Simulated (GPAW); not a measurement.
Crystal: Al.

```
Al
1.0
     2.82708    0.00000    0.00000
    -1.41354    2.44832    0.00000
     0.00000    0.00000    9.18599
Al
4
Cartesian
  1.4135 0.8161 6.8895
  0.0000 0.0000 4.5930
  0.0000 1.6322 2.2965
  0.0000 0.0000 0.0000
```

This isn't the form of Al at room conditions, which is fcc.

Base run:

```yaml
Program: GPAW 26.7.0
Functional: PBEsol
Potentials_or_basis: PAW data sets generated in the run's folder for this functional
Cutoff: 600 eV
Basis: pw
k_mesh: 9 × 9 × 3
Occupations: fermi-dirac, width 0.05 eV
Spin: no spin polarisation
```

Its results: pressure 1.8 GPa.

The run is repeated on the same cell with these changes: functional from PBEsol to LDA; potentials or basis from PAW data sets generated in the run's folder for this functional to the program's PAW data sets (release 1.2.1) made for this functional. What comes out?

Pressure -0.2 GPa.

Not every run made on this cell is shown here.
